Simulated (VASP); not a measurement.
# CdS (Fm-3m) in VASP: settings compared, part 2 of 3

VASP 6.6.1. Earlier steps stand in the parts before.

## 4. Dielectric tensor, PBEsol

Contents of INCAR:

```
ALGO = Normal
EDIFF = 1E-8
ENCUT = 500
GGA = PS
ISIF = 2
ISMEAR = 0
LASPH = True
LCHARG = False
LEPSILON = True
LREAL = False
LWAVE = False
NELM = 100
PREC = Accurate
SIGMA = 0.01
```

Contents of KPOINTS:

```
k-points
0
Gamma
  10 10 10
```

Contents of POSCAR:

```
CdS
1.0
    0.0000000000      2.7532440000      2.7532440000
    2.7532440000      0.0000000000      2.7532440000
    2.7532440000      2.7532440000      0.0000000000
Cd S
1 1
Direct
    0.0000000000      0.0000000000      0.0000000000
    0.5000000000      0.5000000000      0.5000000000
```

Potentials or basis: VASP PAW PBE potentials, release 64 (Cd, S).

The run is started by

```console
> cat potpaw_PBE.64/Cd/POTCAR potpaw_PBE.64/S/POTCAR > POTCAR
> mpirun -np 1 vasp_std > vasp.out
```

OUTCAR:

```text
EDIFF = 1E-8
   ENCUT = 500
   GGA = PS
   ISIF = 2
   ISMEAR = 0
   LASPH = True
   LEPSILON = True
   LREAL = False
   NELM = 100
   PREC = Accurate

 Found     47 irreducible k-points:

 Following reciprocal coordinates:
            Coordinates               Weight
  0.000000  0.000000  0.000000      1.000000
  0.100000  0.000000  0.000000      8.000000
  0.200000  0.000000  0.000000      8.000000
  0.300000  0.000000  0.000000      8.000000
  0.400000  0.000000  0.000000      8.000000
  0.500000  0.000000  0.000000      4.000000
   k-points           NKPTS =     47   k-points in BZ     NKDIM =     47   number of bands    NBANDS=     13
   number of dos      NEDOS =    301   number of ions     NIONS =      2
   total plane-waves  NPLWV =  21952
   dimension x,y,z NGX =    28 NGY =   28 NGZ =   28
   dimension x,y,z NGXF=    56 NGYF=   56 NGZF=   56
   ions per type =               1   1
   NGX,Y,Z   is equivalent  to a cutoff of  11.95, 11.95, 11.95 a.u.
   NGXF,Y,Z  is equivalent  to a cutoff of  23.91, 23.91, 23.91 a.u.
 SYSTEM =  unknown system
   PREC   = accura    normal or accurate (medium, high low for compatibility)
   ISTART =      0    job   : 0-new  1-cont  2-samecut
   ICHARG =      2    charge: 1-file 2-atom 10-const
   ISPIN  =      1    spin polarized calculation?
   LNONCOLLINEAR =      F non collinear calculations
[... 208 lines left out ...]
  free energy    TOTEN  =        -1.06100248 eV

  energy without entropy =       -1.06100248

------------------------ aborting loop because EDIFF is reached ----------------------------------------

 PIEZOELECTRIC TENSOR FIELD DIRECTION 3  (e Angst)
 -----------------------------------------------------------------------------
    -0.00043  0.00000 -0.00000           ( -0.00000  0.00000 -0.00000)
     0.00000 -0.00043 -0.00000           (  0.00000 -0.00000  0.00000)
    -0.00000 -0.00000 -0.00211           ( -0.00000  0.00000  0.00001)

 PIEZOELECTRIC TENSOR FIELD DIRECTION 3  (C/m^2)
 -----------------------------------------------------------------------------
    -0.00016  0.00000 -0.00000
     0.00000 -0.00016 -0.00000
    -0.00000 -0.00000 -0.00081

 MACROSCOPIC STATIC DIELECTRIC TENSOR (including local field effects in DFT)
 ------------------------------------------------------
           9.752476     0.000000    -0.000000
           0.000000     9.752476    -0.000000
           0.000000     0.000000     9.752476
 ------------------------------------------------------

 PIEZOELECTRIC TENSOR (including local field effects)  for field in x, y, z        (e  Angst)
          XX          YY          ZZ          XY          YZ          ZX
  --------------------------------------------------------------------------------
  x     0.00000     0.00000     0.00000     0.00000     0.00000     0.00000
  y     0.00000     0.00000     0.00000     0.00000     0.00000     0.00000
  z     0.00000     0.00000     0.00000     0.00000     0.00000     0.00000

 PIEZOELECTRIC TENSOR (including local field effects)  for field in x, y, z        (C/m^2)
          XX          YY          ZZ          XY          YZ          ZX
  --------------------------------------------------------------------------------
  x     0.00000     0.00000     0.00000     0.00000     0.00000     0.00000
  y     0.00000     0.00000     0.00000     0.00000     0.00000     0.00000
  z     0.00000     0.00000     0.00000     0.00000     0.00000     0.00000

 BORN EFFECTIVE CHARGES (including local field effects) (in |e|, cummulative output)
 ---------------------------------------------------------------------------------
 ion    1
    1     3.01940    -0.00000     0.00000
    2     0.00000     3.01940     0.00000
    3     0.00000     0.00000     3.01940
 ion    2
    1    -3.01940     0.00000     0.00000
    2    -0.00000    -3.01940     0.00000
    3     0.00000     0.00000    -3.01940
```

stdout:

```text
POSCAR found type information on POSCAR CdS
 POSCAR found :  2 types and       2 ions
 scaLAPACK will be used
 -----------------------------------------------------------------------------
|                                                                             |
|                                                                             |
|     You enforced a specific xc type in the INCAR file but a different       |
[... 28 lines left out ...]
  Direction:   1
 dielectric tensor                  component  1 :     9.752     3.345     0.957
 Linear response to external field, progress :
  Direction:   2
 dielectric tensor                  component  2 :     3.268     9.752     0.090
 Linear response to external field, progress :
  Direction:   3
 dielectric tensor                  component  3 :     0.841     2.437     9.752
 Born effective charges drift removed
```

It took 2.7 min on 1 thread of Intel Xeon Platinum 8488C (Sapphire Rapids), shared host; peak memory 0.28 GiB.

The run converged, but some of its settings lie outside the range that counts as converged, so its numbers aren't taken as properties of the crystal.

Results:

- Band gap on the k mesh: 0.12 eV, indirect (least direct gap 1.41 eV)
- Electronic dielectric tensor (diagonal): 9.75
- Born charges (mean of the diagonal): Cd +3.02; S -3.02 e

Caveat: the gap is small at this level, which inflates the dielectric constant.

## 5. G0W0 quasiparticle levels, PBE

POSCAR is that of step 4.

Contents of INCAR.step1:

```
SYSTEM = CdS
PREC = Accurate
ENCUT = 500
EDIFF = 1E-8
ISMEAR = 0
SIGMA = 0.01
LREAL = .FALSE.
LASPH = .TRUE.
NELM = 80
ALGO = Normal
LWAVE = .TRUE.
LCHARG = .FALSE.
GGA = PE
```

Contents of INCAR.step2:

```
SYSTEM = CdS
PREC = Accurate
ENCUT = 500
EDIFF = 1E-8
ISMEAR = 0
SIGMA = 0.01
LREAL = .FALSE.
LASPH = .TRUE.
NELM = 1
ALGO = Exact
LWAVE = .TRUE.
LCHARG = .FALSE.
GGA = PE
NBANDS = 110
LOPTICS = .TRUE.
ISTART = 1
```

Contents of INCAR.step3:

```
SYSTEM = CdS
PREC = Accurate
ENCUT = 500
EDIFF = 1E-8
ISMEAR = 0
SIGMA = 0.01
LREAL = .FALSE.
LASPH = .TRUE.
ALGO = EVGW0
LWAVE = .TRUE.
LCHARG = .FALSE.
GGA = PE
NELMGW = 1
NBANDS = 110
ENCUTGW = 150
NOMEGA = 48
PRECFOCK = Fast
ISTART = 1
NBANDSGW = 17
```

Contents of INCAR.step4:

```
SYSTEM = CdS
PREC = Accurate
ENCUT = 500
EDIFF = 1E-8
ISMEAR = 0
SIGMA = 0.01
LREAL = .FALSE.
LASPH = .TRUE.
ALGO = BSE
LWAVE = .FALSE.
LCHARG = .FALSE.
GGA = PE
NBANDS = 110
ENCUTGW = 150
NBANDSO = 4
NBANDSV = 6
ANTIRES = 0
OMEGAMAX = 20
PRECFOCK = Fast
ISTART = 1
NBSEEIG = 10
```

Contents of KPOINTS:

```
regular mesh
0
G
  5 5 5
  0 0 0
```

Potentials or basis: VASP PAW PBE potentials, release 64 (Cd_GW, S_GW).

The run is started by

```console
> cat potpaw_PBE.64/Cd_GW/POTCAR potpaw_PBE.64/S_GW/POTCAR > POTCAR
> cp INCAR.step1 INCAR
> mpirun -np 1 vasp_std > vasp.out
> cp INCAR.step2 INCAR
> mpirun -np 1 vasp_std > vasp.out
> cp INCAR.step3 INCAR
> mpirun -np 1 vasp_std > vasp.out
> cp INCAR.step4 INCAR
> mpirun -np 1 vasp_std > vasp.out
```

OUTCAR:

```text
SYSTEM = CdS
   PREC = Accurate
   ENCUT = 500
   EDIFF = 1E-8
   ISMEAR = 0
   LREAL = .FALSE.
   LASPH = .TRUE.
   GGA = PE
   ENCUTGW = 150
   PRECFOCK = Fast
   ISTART = 1

 ion  position               nearest neighbor table
   1  0.000  0.000  0.000-   2 2.75   2 2.75   2 2.75   2 2.75   2 2.75   2 2.75
   2  0.500  0.500  0.500-   1 2.75   1 2.75   1 2.75   1 2.75   1 2.75   1 2.75

  LATTYP: Found a face centered cubic cell.
 ALAT       =     5.5064880000

  Lattice vectors:

 A1 = (   0.0000000000,   2.7532440000,   2.7532440000)
 A2 = (   2.7532440000,   0.0000000000,   2.7532440000)
 A3 = (   2.7532440000,   2.7532440000,   0.0000000000)

Analysis of symmetry for initial positions (statically):
=====================================================================
 Subroutine PRICEL returns:
 Original cell was already a primitive cell.

 Routine SETGRP: Setting up the symmetry group for a
 face centered cubic supercell.

 Subroutine GETGRP returns: Found 48 space group operations
 (whereof 48 operations were pure point group operations)
 out of a pool of 48 trial point group operations.

The static configuration has the point symmetry O_h .
[... 95 lines left out ...]
   LASPH  =      T    aspherical Exc in radial PAW
   ENCUT  =  500.0 eV  36.75 Ry    6.06 a.u.   7.10  7.10  7.10*2*pi/ulx,y,z
   NELM   =     60;   NELMIN=  2; NELMDL=  0     # of ELM steps
   EDIFF  = 0.1E-07   stopping-criterion for ELM
   LREAL  =      F    real-space projection
   EDIFFG = 0.1E-06   stopping-criterion for IOM
   NSW    =      0    number of steps for IOM
   IBRION =     -1    ionic relax: 0-MD 1-quasi-New 2-CG
   NFREE  =      0    steps in history (QN), initial steepest desc. (CG)
   ISIF   =      0    stress and relaxation
   ISYM   =      3    0-nonsym 1-usesym 2-fastsym
   POTIM  = 0.5000    time-step for ionic-motion
   TEBEG  =    0.0;   TEEND  =   0.0 temperature during run
   PSTRESS=    0.0 pullay stress
   NELECT =      18.0000    total number of electrons
   NUPDOWN=      -1.0000    fix difference up-down
   EMIN   =  10.00;   EMAX   =-10.00  energy-range for DOS
   EFERMI =   0.00;   METHOD = LEGACY
   ISMEAR =     0;   SIGMA  =   0.01  broadening in eV -4-tet -1-fermi 0-gaus
   EFERMI_NEDOS =   21; number of points for ismear=-14 and -15
   IALGO  =     38    algorithm
   IMIX   =      4    mixing-type and parameters
     AMIX     =   0.40;   BMIX     =  1.00
     AMIX_MAG =   1.60;   BMIX_MAG =  1.00
  volume/ion in A,a.u.               =      20.87       140.84
  Fermi-wavevector in a.u.,A,eV,Ry     =   1.236833  2.337275 20.813583  1.529755
  Thomas-Fermi vector in A             =   2.371425
   LORBIT       =      0    0 simple, 1 ext, 2 COOP (PROOUT), +10 PAW based schemes
   GGA     = PE    functional components
   LHFCALC =     T    Hartree Fock is set to
   PRECFOCK=fast      Normal, Fast or Accurate (Low or Medium for compatibility)
   ENCUT4O =  -1.0   cutoff for four orbital integrals eV
   NKREDX  =     1    reduce k-point grid by
   NKREDY  =     1    reduce k-point grid by
   NKREDZ  =     1    reduce k-point grid by
   AEXX    =    1.0000 exact exchange contribution
   HFSCREEN=    0.0000 screening length (either q_TF or 0.3 A-1)
   HFSCREENC=   0.0000 screening length for correlation (either q_TF or 0.3 A-1)
   ENCUTFOCK=  -1.0 apply spherical cutoff to Coloumb kernel
   IVDW    =     0    specifies the selected vdW correction
   LEPSILON=     F    determine dielectric tensor
   LRPA    =     F    only Hartree local field effects (RPA)
   LRPAFORCE           =     F    calculate RPA forces
   ENCUTGW             = 150.0    cutoff for response function in eV
   ENCUTGWSOFT         = 120.0    soft cutoff for Coulomb kernel in GW response function in eV
   ENCUTLF             =  -1.0    cutoff for local field effects
   NELMGW              =     1    number of iterations in solving QP/BSE equation
   NELMHF              =     1    number of iterations in the inner HF iteration
   NKREDLFX            =     1    NKREDLFY  =   1   NKREDLFZ  =   1
 non-spin polarized calculation
 Gauss-broadening in eV      SIGMA  =   0.01
  energy-cutoff  :      500.00
  volume of cell :       41.74
 maximum number of plane-waves:      1073
  NGX = 16; NGY = 16; NGZ = 16
   NGX = 15   NGY = 15   NGZ = 15
 maximum number of plane-waves:       183

 BSE (scaLAPACK) attempting allocation of   0.126 Gbyte  rank=   2810

=======================================================================
```

OUTCAR.step1:

```text
SYSTEM = CdS
   PREC = Accurate
   ENCUT = 500
   EDIFF = 1E-8
   ISMEAR = 0
   LREAL = .FALSE.
   LASPH = .TRUE.
[... 364 lines left out ...]
      0.00000      0.00000      0.00000        -0.000000      0.000000     -0.000000
      2.75324      2.75324      2.75324         0.000000     -0.000000      0.000000
 -----------------------------------------------------------------------------------
    total drift:                                0.000000      0.000000      0.000000

  FREE ENERGIE OF THE ION-ELECTRON SYSTEM (eV)
  ---------------------------------------------------
  free  energy   TOTEN  =        -5.8917890990 eV

  energy  without entropy=       -5.8917890990  energy(sigma->0) =       -5.89178910
```

Run time: 8.1 min. Hardware: 1 thread of Intel Xeon Platinum 8488C (Sapphire Rapids), shared host; peak memory 0.86 GiB.

Results:

```
Band gap on the k mesh, mean-field level : 0.75 eV, indirect (least direct gap 1.54 eV)
Quasiparticle gap                        : 1.36 eV
Least direct quasiparticle gap           : 2.13 eV
```

Levels at points of the mesh, in eV from the valence-band top:
```csv
k point,band 5,band 6,band 7,band 8,band 9,band 10,band 11,band 12,band 13
"(0.00, 0.00, 0.00)",-7.60,-7.60,-0.72,-0.72,-0.72,0.82,9.17,9.17,9.17
```

Dielectric function (mean over the directions given):
```
energy (eV)  real part  imaginary part
       0.32      11.19            0.06
       0.96      12.15            0.27
       1.60      16.23            1.76
       2.32      10.00            1.71
       2.96      23.69            8.89
       3.68      11.35           43.85
       4.32       3.96            5.77
       5.04     -11.81            8.42
       5.69      -3.14            3.07
       6.41      -0.89            4.73
       7.05      -2.55            2.02
       7.69      -1.93            4.10
       8.41       2.00            3.16
       9.05       0.86            5.58
       9.77      -1.34            1.40
      10.41      -1.67            4.36
      11.13      -2.17            1.18
      11.77      -1.61            0.86
      12.49      -0.62            1.06
      13.13      -0.34            1.36
      13.77      -0.44            0.59
      14.49       0.07            0.89
      15.14       0.01            1.63
      15.86      -0.71            0.32
      16.50       0.02            0.32
      17.22       0.37            0.84
      17.86      -0.37            0.65
      18.58      -0.40            0.08
      19.22      -0.09            0.08
      19.94       0.03            0.02
```

Lowest excitation energies (eV) and strengths:
```
energy  strength
 1.922      25.1
 1.922      25.1
 1.922      25.1
 3.079         0
 3.079         0
 3.079         0
 3.095      30.4
 3.095      30.4
 3.095      30.4
 3.129         0
```

Caveat: bands, screening cutoff and mesh are small and nothing is extrapolated, so the quasiparticle values aren't converged; spectra need much finer meshes, so this one isn't converged; an odd mesh through Γ misses points on the zone boundary, where band edges often lie.

(Part 2 of 3 ends here.)
